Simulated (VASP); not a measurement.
# CoO (Fm-3m) in VASP: a series of runs

Runs on CoO. Level: PBE. Tasks: relaxation of cell and atoms, vibrations by finite differences.

All numbers are computed with VASP 6.6.1; they aren't measurements. Logs are shortened: lines on timing, memory, paths and dates and some standing lists are left out, and cuts for length are marked.

**1. The crystal as given**

The structure is cubic, space group Fm-3m (No. 225). Conventional cell: a = 4.263 Å, b = 4.263 Å, c = 4.263 Å, α = 90.00°, β = 90.00°, γ = 90.00°. Co (site symmetry m-3m) is surrounded by 6 O at 2.13 Å. O (site symmetry m-3m) is surrounded by 6 Co at 2.13 Å.

**2. Relaxation of cell and atoms, PBE, collinear spin, ferromagnetic start**

The input, INCAR:

```
ALGO = Normal
EDIFF = 1E-7
EDIFFG = -0.002
ENCUT = 520
GGA = PE
IBRION = 2
ISIF = 3
ISMEAR = 0
ISPIN = 2
LASPH = T
LCHARG = F
LMAXMIX = 4
LORBIT = 11
LREAL = F
LWAVE = F
MAGMOM = 3 0
NELM = 100
NSW = 80
PREC = Accurate
SIGMA = 0.02
```

The input, KPOINTS:

```
k-points
0
Gamma
  12 12 12
```

The input, POSCAR:

```
CoO
1.0
    0.0000000000      2.1315000000      2.1315000000
    2.1315000000      0.0000000000      2.1315000000
    2.1315000000      2.1315000000      0.0000000000
Co O
1 1
Direct
    0.0000000000      0.0000000000      0.0000000000
    0.5000000000      0.5000000000      0.5000000000
```

Potentials or basis: VASP PAW PBE potentials, release 64 (Co, O).

Run with:

```bash
$ cat potpaw_PBE.64/Co/POTCAR potpaw_PBE.64/O/POTCAR > POTCAR
$ mpirun -np 1 vasp_std > vasp.out
```

OUTCAR:

```text
EDIFF = 1E-7
   EDIFFG = -0.002
   ENCUT = 520
   GGA = PE
   IBRION = 2
   ISIF = 3
   ISMEAR = 0
   ISPIN = 2
   LASPH = T
   LORBIT = 11
   LREAL = F
   NELM = 100
   NSW = 80
   PREC = Accurate

 ion  position               nearest neighbor table
   1  0.000  0.000  0.000-   2 2.13   2 2.13   2 2.13   2 2.13   2 2.13   2 2.13
   2  0.500  0.500  0.500-   1 2.13   1 2.13   1 2.13   1 2.13   1 2.13   1 2.13

  LATTYP: Found a face centered cubic cell.
 ALAT       =     4.2630000000

  Lattice vectors:

 A1 = (   0.0000000000,   2.1315000000,   2.1315000000)
 A2 = (   2.1315000000,   0.0000000000,   2.1315000000)
 A3 = (   2.1315000000,   2.1315000000,   0.0000000000)

Analysis of symmetry for initial positions (statically):
=====================================================================
 Subroutine PRICEL returns:
 Original cell was already a primitive cell.

 Routine SETGRP: Setting up the symmetry group for a
 face centered cubic supercell.

 Subroutine GETGRP returns: Found 48 space group operations
 (whereof 48 operations were pure point group operations)
 out of a pool of 48 trial point group operations.

The static configuration has the point symmetry O_h .

Analysis of symmetry for dynamics (positions and initial velocities):
=====================================================================
 Subroutine PRICEL returns:
 Original cell was already a primitive cell.

 Routine SETGRP: Setting up the symmetry group for a
 face centered cubic supercell.

 Subroutine GETGRP returns: Found 48 space group operations
 (whereof 48 operations were pure point group operations)
 out of a pool of 48 trial point group operations.

The dynamic configuration has the point symmetry O_h .

Analysis of structural, dynamic, and magnetic symmetry:
=====================================================================
 Subroutine PRICEL returns:
 Original cell was already a primitive cell.

 Routine SETGRP: Setting up the symmetry group for a
 face centered cubic supercell.

 Subroutine GETGRP returns: Found 48 space group operations
 (whereof 48 operations were pure point group operations)
 out of a pool of 48 trial point group operations.

The overall configuration has the point symmetry O_h .

 Subroutine INISYM returns: Found 48 space group operations
 (whereof 48 operations are pure point group operations),
 and found     1 'primitive' translations

----------------------------------------------------------------------------------------

                                     Primitive cell

  volume of cell :      19.3681

  direct lattice vectors                    reciprocal lattice vectors
     0.000000000  2.131500000  2.131500000    -0.234576589  0.234576589  0.234576589
     2.131500000  0.000000000  2.131500000     0.234576589 -0.234576589  0.234576589
     2.131500000  2.131500000  0.000000000     0.234576589  0.234576589 -0.234576589

  length of vectors
     3.014396208  3.014396208  3.014396208     0.406298571  0.406298571  0.406298571

  position of ions in fractional coordinates (direct lattice)
     0.000000000  0.000000000  0.000000000
     0.500000000  0.500000000  0.500000000

  ion indices of the primitive-cell ions
   primitive index   ion index
                 1           1
                 2           2

----------------------------------------------------------------------------------------

 KPOINTS: k-points

Automatic generation of k-mesh.
 Grid dimensions read from file:
 generate k-points for:   12   12   12

 Generating k-lattice:

  Cartesian coordinates                     Fractional coordinates (reciprocal lattice)
    -0.019548049  0.019548049  0.019548049     0.083333333  0.000000000  0.000000000
     0.019548049 -0.019548049  0.019548049     0.000000000  0.083333333  0.000000000
     0.019548049  0.019548049 -0.019548049     0.000000000  0.000000000  0.083333333

  Length of vectors
     0.033858214  0.033858214  0.033858214

  Shift w.r.t. Gamma in fractional coordinates (k-lattice)
     0.000000000  0.000000000  0.000000000

 Subroutine IBZKPT returns following result:
 ===========================================

 Found     72 irreducible k-points:

 Following reciprocal coordinates:
            Coordinates               Weight
  0.000000  0.000000  0.000000      1.000000
  0.083333  0.000000  0.000000      8.000000
  0.166667  0.000000  0.000000      8.000000
  0.250000  0.000000  0.000000      8.000000
  0.333333  0.000000  0.000000      8.000000
  0.416667  0.000000  0.000000      8.000000
[... 16 lines left out ...]
  0.500000  0.166667  0.000000     24.000000
 -0.416667  0.166667  0.000000     24.000000
 [... further k-points ...]
   k-points           NKPTS =     72   k-points in BZ     NKDIM =     72   number of bands    NBANDS=     13
   number of dos      NEDOS =    301   number of ions     NIONS =      2
   total plane-waves  NPLWV =  13824
   dimension x,y,z NGX =    24 NGY =   24 NGZ =   24
   dimension x,y,z NGXF=    48 NGYF=   48 NGZF=   48
   ions per type =               1   1
   NGX,Y,Z   is equivalent  to a cutoff of  13.24, 13.24, 13.24 a.u.
   NGXF,Y,Z  is equivalent  to a cutoff of  26.47, 26.47, 26.47 a.u.
 SYSTEM =  unknown system
   PREC   = accura    normal or accurate (medium, high low for compatibility)
   ISTART =      0    job   : 0-new  1-cont  2-samecut
   ICHARG =      2    charge: 1-file 2-atom 10-const
   ISPIN  =      2    spin polarized calculation?
   LNONCOLLINEAR =      F non collinear calculations
   LSORBIT =      F    spin-orbit coupling
   LASPH  =      T    aspherical Exc in radial PAW
   ENCUT  =  520.0 eV  38.22 Ry    6.18 a.u.   5.60  5.60  5.60*2*pi/ulx,y,z
   NELM   =    100;   NELMIN=  2; NELMDL= -5     # of ELM steps
   EDIFF  = 0.1E-06   stopping-criterion for ELM
   LREAL  =      F    real-space projection
   EDIFFG = -.2E-02   stopping-criterion for IOM
   NSW    =     80    number of steps for IOM
   IBRION =      2    ionic relax: 0-MD 1-quasi-New 2-CG
   NFREE  =      1    steps in history (QN), initial steepest desc. (CG)
   ISIF   =      3    stress and relaxation
   ISYM   =      2    0-nonsym 1-usesym 2-fastsym
   POTIM  = 0.5000    time-step for ionic-motion
   TEBEG  =    0.0;   TEEND  =   0.0 temperature during run
   PSTRESS=    0.0 pullay stress
   NELECT =      15.0000    total number of electrons
   NUPDOWN=      -1.0000    fix difference up-down
   EMIN   =  10.00;   EMAX   =-10.00  energy-range for DOS
   EFERMI =   0.00;   METHOD = LEGACY
   ISMEAR =     0;   SIGMA  =   0.02  broadening in eV -4-tet -1-fermi 0-gaus
   EFERMI_NEDOS =   21; number of points for ismear=-14 and -15
   IALGO  =     38    algorithm
   IMIX   =      4    mixing-type and parameters
     AMIX     =   0.40;   BMIX     =  1.00
     AMIX_MAG =   1.60;   BMIX_MAG =  1.00
  volume/ion in A,a.u.               =       9.68        65.35
  Fermi-wavevector in a.u.,A,eV,Ry     =   1.503407  2.841027 30.752334  2.260233
  Thomas-Fermi vector in A             =   2.614521
   LORBIT       =     11    0 simple, 1 ext, 2 COOP (PROOUT), +10 PAW based schemes
   GGA     = PE    functional components
   LHFCALC =     F    Hartree Fock is set to
   AEXX    =    0.0000 exact exchange contribution
   IVDW    =     0    specifies the selected vdW correction
   LEPSILON=     F    determine dielectric tensor
   LRPA    =     F    only Hartree local field effects (RPA)
 conjugate gradient relaxation of ions
 spin polarized calculation
 Gauss-broadening in eV      SIGMA  =   0.02
  energy-cutoff  :      520.00
  volume of cell :       19.37
 maximum number of plane-waves:       544
   NGX = 11   NGY = 11   NGZ = 11

--------------------------------------- Ionic step        1  -------------------------------------------

 number of electron      15.0000007 magnetization       2.9455158

 Free energy of the ion-electron system (eV)
  ---------------------------------------------------
  ext. energy  EPLUGINS =         0.00000000
  ---------------------------------------------------
  free energy    TOTEN  =       -13.04519419 eV

  energy without entropy =      -13.04437220  energy(sigma->0) =      -13.04478320

------------------------ aborting loop because EDIFF is reached ----------------------------------------

  FORCE on cell =-STRESS in cart. coord.  units (eV):
  Direction    XX          YY          ZZ          XY          YZ          ZX
  --------------------------------------------------------------------------------------
  -------------------------------------------------------------------------------------
  Total       -0.2719095     -0.2719095     -0.2719095      0.0000000     -0.0000000      0.0000000
  in kB      -22.4930798    -22.4930798    -22.4930798      0.0000000     -0.0000000      0.0000000
  external PRESSURE =     -22.4930798 kB  Pullay stress =       0.0000000 kB
[... 57 lines left out ...]
  energy  without entropy=      -13.0459925362  energy(sigma->0) =      -13.04635568

--------------------------------------- Ionic step        3  -------------------------------------------

 number of electron      15.0000005 magnetization       2.9101071

 Free energy of the ion-electron system (eV)
  ---------------------------------------------------
  ext. energy  EPLUGINS =         0.00000000
  ---------------------------------------------------
  free energy    TOTEN  =       -13.04706783 eV

  energy without entropy =      -13.04631771  energy(sigma->0) =      -13.04669277

 E-fermi :   8.0653     XC(G=0): -12.4746

 val. band max:        8.0578740008   @ k =   0.2500   0.2500   0.0000
 cond. band min:       8.0658532134   @ k =   0.4167   0.1667   0.0833
 fundamental gap:      0.0079792126
 Fermi energy:         8.0652697180

 spin component 1

 k-point     1 :       0.0000    0.0000    0.0000
  band No.  band energies     occupation
      1     -12.2238      1.00000
      2       4.7916      1.00000
      3       4.7916      1.00000
      4       4.9075      1.00000
      5       4.9075      1.00000
      6       4.9075      1.00000
      7       4.9776      1.00000
      8       4.9776      1.00000
      9       4.9776      1.00000
     10       9.1315      0.00000
     11      24.9674      0.00000
     12      26.2967      0.00000
     13      26.2967      0.00000
[... 353 lines left out ...]
 k-point    24 :      -0.4167    0.1667    0.0000
  band No.  band energies     occupation
      1     -10.9302      1.00000
      2       0.2999      1.00000
      3       1.9897      1.00000
      4       2.1050      1.00000
      5       5.5698      1.00000
      6       5.7120      1.00000
      7       6.1820      1.00000
      8       7.2015      1.00000
      9       7.9450      1.00000
     10      14.5871      0.00000
     11      17.2170      0.00000
     12      19.7807      0.00000
     13      22.1945      0.00000

 [... further k-points ...]

 spin component 2

 k-point     1 :       0.0000    0.0000    0.0000
  band No.  band energies     occupation
      1     -11.7170      1.00000
      2       5.4747      1.00000
      3       5.4747      1.00000
      4       5.4747      1.00000
      5       6.9460      1.00000
      6       6.9460      1.00000
      7       6.9460      1.00000
      8       8.1156      0.00019
      9       8.1157      0.00018
     10       9.6707      0.00000
     11      24.8752      0.00000
     12      26.7868      0.00000
     13      26.7870      0.00000
[... 397 lines left out ...]
  FREE ENERGIE OF THE ION-ELECTRON SYSTEM (eV)
  ---------------------------------------------------
  free  energy   TOTEN  =       -13.0470678268 eV

  energy  without entropy=      -13.0463177054  energy(sigma->0) =      -13.04669277

 reached required accuracy - stopping structural energy minimisation

 total charge

# of ion       s       p       d       tot
------------------------------------------
    1        0.297   0.364   7.150   7.811
    2        1.556   3.430   0.000   4.985
--------------------------------------------------
tot          1.852   3.794   7.150  12.796

 magnetization (x)

# of ion       s       p       d       tot
------------------------------------------
    1        0.021   0.018   2.520   2.558
    2        0.029   0.273   0.000   0.302
--------------------------------------------------
tot          0.050   0.291   2.520   2.860
```

Run time: 40 s. Hardware: 1 thread of Intel Xeon 6975P-C (Granite Rapids), shared host; peak memory 0.17 GiB.

Results:

| Quantity | Value |
| --- | --- |
| Free energy | -13.0471 eV |
| Relaxed volume | 9.55 Å³/atom |
| Relaxed cell | a = 3.001 Å, b = 3.001 Å, c = 3.001 Å, α = 60.00°, β = 60.00°, γ = 60.00° |
| Space group after relaxing (to 0.05 Å) | Fm-3m (No. 225) |
| Energy gained by relaxing | 0.9 meV/atom |
| Ionic steps | 3 |
| Pressure after relaxing | 0.0 GPa |
| Band gap on the k mesh | none (metal or under the smearing width) |
| Net moment | 2.91 μB per cell |
| Site moments | Co +2.56; O +0.30 μB |
| Valence electrons inside the program's atomic spheres | Co 7.81; O 4.99 |

Step by step:
```tsv
step	energy change (eV)	largest force (eV/Å)	pressure (GPa)	volume (Å³)
1	0.0000	0.0000	-2.25	19.37
2	-0.0015	0.0000	0.95	18.99
3	-0.0019	0.0000	0.00	19.10
```

Final structure:
```
CELL_PARAMETERS angstrom
0.00000 2.12171 2.12171
2.12171 0.00000 2.12171
2.12171 2.12171 0.00000
ATOMIC_POSITIONS crystal
Co 0.00000 0.00000 0.00000
O 0.50000 0.50000 0.50000
```

Caveat: a cell with one magnetic atom can't hold antiferromagnetic order, which such compounds often take; semilocal functionals often make such compounds metallic where correlation or magnetic order opens a gap, which also shifts bond lengths. With open d or f shells a metallic result of PBE can be an artefact of self-interaction; +U or a hybrid may open a gap.

(Part 1 of 2 ends here.)
